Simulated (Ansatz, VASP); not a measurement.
**One calculation of KCl, two programs**

INCAR

```
PREC = Accurate
ENCUT = 520
EDIFF = 1E-6
ISMEAR = -1
SIGMA = 0.02
LREAL = F
LASPH = T
NELM = 100
ALGO = Fast
ISIF = 2
LWAVE = F
LCHARG = T
GGA = PE
LELF = T
LVHAR = T
NBANDS = 15
```

The input KPOINTS:

```
regular mesh
0
Gamma
  8 8 8
```

The input POSCAR:

```
KCl
1.0
    0.0000000000      3.1448483095      3.0662271018
    3.1448483095      0.0000000000      3.0662271018
    3.1448483095      3.1448483095      0.0000000000
K Cl
1 1
Direct
    0.0000000000      0.0000000000      0.0000000000
    0.5000000000      0.5000000000      0.5000000000
```

Input for Ansatz:

```yaml
crystal:
  lattice:
    - [0.0, 3.1448483095, 3.0662271018]
    - [3.1448483095, 0.0, 3.0662271018]
    - [3.1448483095, 3.1448483095, 0.0]
  atoms:
    - { symbol: K, position: [0.0, 0.0, 0.0] }
    - { symbol: Cl, position: [0.5, 0.5, 0.5] }
kpoints:
  mp_grid: { grid: [8, 8, 8] }
  band_path:
    path:
      - [0.0, 0.0, 0.0]
      - [0.5, 0.0, 0.5]
      - [0.625, 0.25, 0.625]
      - [0.375, 0.375, 0.75]
      - [0.5, 0.5, 0.5]
      - [0.5, 0.25, 0.75]
    npoints: 1
hamiltonian:
  xc: pbe
scf:
  occupations: { method: fermi_dirac, width: 0.02 }
  n_extra_bands: 4
output:
  forces: true
  stress: true
  eigenvalues: true
```

Change from the starting cell: uniaxial_z strain -2.5%.

Alike in both runs: task single point; functional PBE; k mesh 8 × 8 × 8; occupations fermi-dirac, width 0.02 eV; no spin polarisation.

|  | VASP | Ansatz |
| --- | --- | --- |
| version | VASP 6.6.1 | Ansatz 0.2.0 |
| potentials or method | VASP PAW PBE potentials, release 64 (K_sv, Cl) | plane waves, PAW |
| plane-wave cutoff (eV) | 520 | 420 |
| valence electrons in the cell | 16 | 16 |

```tsv
	VASP	Ansatz	Ansatz less VASP
gap on the k mesh at the Fermi level (eV)	5.26	5.27	+0.002
pressure (GPa)	1.4	1.4	-0.05
largest component of the traceless stress (GPa)	0.78	0.77	-0.015
```

The functional is the same, so the differences come from potentials, cutoffs and numerics.

A k mesh can miss the band edges.
